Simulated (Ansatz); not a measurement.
## Nb (Im-3m), two-dimensional strain map

Level of theory: Ansatz, DFT PBE, scalar-relativistic, plane waves, PAW. Settings: plane waves to 420 eV, k-mesh 20×20×20 (Γ-centred), Gaussian smearing 0.15 eV. No spin polarisation. Energies are free energies at this smearing, counted from the undisturbed cell; pressure is positive in compression.

The starting cell (as given, not relaxed at this level; it stands at -2.7 GPa):

```
Nb
1.0
    -1.66395    1.66395    1.66395
     1.66395   -1.66395    1.66395
     1.66395    1.66395   -1.66395
Nb
1
Direct
  0.00000 0.00000 0.00000
```

The cell is strained by p along both x and y and by q along z, fractional coordinates fixed. Points are written (p, q).

p was sampled at -0.030, -0.015, 0.000, 0.015, 0.030 and q at -0.030, -0.015, 0.000, 0.015, 0.030.

Task: Where on the computed points is the energy highest, and how high?

Result: At (0.030, 0.030): 96.6 meV/atom.

Task: Away from (0, 0), which computed point is lowest?

Result: (0.000, -0.015): -1.6 meV/atom.

The map, in meV/atom:

```csv
p \ q,-0.030,-0.015,0.000,0.015,0.030
-0.030,54.0,34.1,21.5,15.8,16.2
-0.015,17.9,5.7,0.4,1.4,8.4
0.000,3.2,-1.6,0.0,7.5,20.6
0.015,7.5,9.9,18.1,31.8,50.7
0.030,28.4,37.9,52.6,72.3,96.6
```